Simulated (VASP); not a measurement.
Runs of VASP 6.6.1 on BP. The structure is cubic, space group F-43m (No. 216). Conventional cell: a = 4.490 Å, b = 4.490 Å, c = 4.490 Å, α = 90.00°, β = 90.00°, γ = 90.00°. B (site symmetry -43m) has 4 P at 1.94 Å as nearest neighbours. Around P (site symmetry -43m) lie 4 B at 1.94 Å. 

```csv
task,cell,gap on the mesh (eV),pressure (GPa)
relaxation of the atoms,atoms relaxed from: a relaxed cell with its volume scaled by 0.94,1.08,12.2
relaxation of the atoms,atoms relaxed from: a relaxed cell with its volume scaled by 0.96,1.10,7.7
relaxation of the atoms,atoms relaxed from: a relaxed cell with its volume scaled by 1.06,1.22,-9.2
relaxation of the atoms,atoms relaxed from: a relaxed cell with its volume scaled by 1.04,(a),-6.4
relaxation of the atoms,atoms relaxed,1.15,0.0
relaxation of cell and atoms,relaxed,1.15,0.0
relaxation of the atoms,atoms relaxed from: a relaxed cell with its volume scaled by 1.02,1.17,-3.4
relaxation of the atoms,atoms relaxed from: a relaxed cell with its volume scaled by 0.98,(b),3.7
```

Alike in all rows: level LDA; potentials or basis VASP PAW LDA potentials, release 64 (B, P); no spin polarisation; k mesh 10 × 10 × 10; cutoff (eV) 600; smearing gaussian 0.03 eV.

Q: Estimate the missing entries.

A: (a) 1.20; (b) 1.13.

Caveats: the relaxation stopped at its first step, so nothing moved.

A k mesh can miss the band edges.
